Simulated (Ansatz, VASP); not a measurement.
## One calculation of CdTe, two programs

```
Cd Te
1.0
     0.00000    3.25660    3.25660
     3.25660    0.00000    3.25660
     3.25660    3.25660    0.00000
Cd Te
1 1
Cartesian
  0.0000 0.0000 0.0000
  1.6283 1.6283 1.6283
```

Alike in both runs: functional r2SCAN; k mesh 8 × 8 × 8; occupations fermi-dirac, width 0.02 eV; no spin polarisation.

Ansatz relaxed the structure, and its values are those at the end. VASP's run is a single point on that final structure, the one shown.

|  | VASP | Ansatz |
| --- | --- | --- |
| version | VASP 6.6.1 | Ansatz 0.2.0 |
| potentials or method | VASP PAW PBE potentials, release 64 (Cd, Te) | PAW plane waves |
| plane-wave cutoff (eV) | 520 | 500 |
| valence electrons in the cell | 18 | 36 |

Ansatz gave:

```
gap on the k mesh at the Fermi level (eV) : 1.23
pressure (GPa)                            : 0.9
```

Which values does VASP return?

gap on the k mesh at the Fermi level (eV): 1.22; pressure (GPa): 1.0.

The functional is the same, so the differences come from potentials, cutoffs and numerics. The two sets of potentials don't hold the same shells in valence. Ansatz warned: «stress_scf_threshold_loose».

Caveats: the PAW data sets were made with another functional, which shifts forces and pressure a little (VASP); spin-orbit coupling is left out, which moves the levels of the heavy elements. r2SCAN opens gaps a little over a GGA but as a rule still falls short of measured ones.
